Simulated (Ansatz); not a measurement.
Here is an Ansatz 0.2.0 calculation.

Contents of input.yaml:

```yaml
crystal:
  lattice:
    - [-2.574489719, 2.574489719, 1.3974126432]
    - [2.574489719, -2.574489719, 1.3974126432]
    - [2.574489719, 2.574489719, -1.3974126432]
  atoms:
    - { symbol: Ge, position: [0.5, 0.5, 0.0] }
    - { symbol: Ge, position: [0.25, 0.75, 0.5] }
hamiltonian:
  xc: { exchange: r2scan, correlation: r2scan, exx: { coeff: 0.15 } }
  pseudopotentials: { kind: paw }
kpoints:
  mp_grid: { grid: [6, 6, 6] }
scf:
  occupations: { method: fermi_dirac, width: 0.05 }
output:
  forces: true
  stress: true
  eigenvalues: true
```

Potentials or basis: Ansatz PAW.

The run is started by

```sh
$ ansatz run input.yaml --threads 2 --pin off --max-ram 5632MiB --backend cpu --events-out ev --progress --plain --runs-dir out
```

Q: What does it give for the band gap on the k mesh?

A: None (metal or under the smearing width).

Q: Predict the pressure.

A: -0.7 GPa.

Stress tensor (GPa, compression positive):
```
-0.23  0.00  0.00
 0.00 -0.23  0.00
 0.00  0.00 -1.57
```

Caveat: the k mesh is coarse (spacing up to 0.43 Å⁻¹), so the values aren't converged, least of all with exact exchange; the PAW data sets come from PBE, with cores solved anew for the run's functional, which leaves a small shift of forces and pressure; the thresholds are loose for stress.
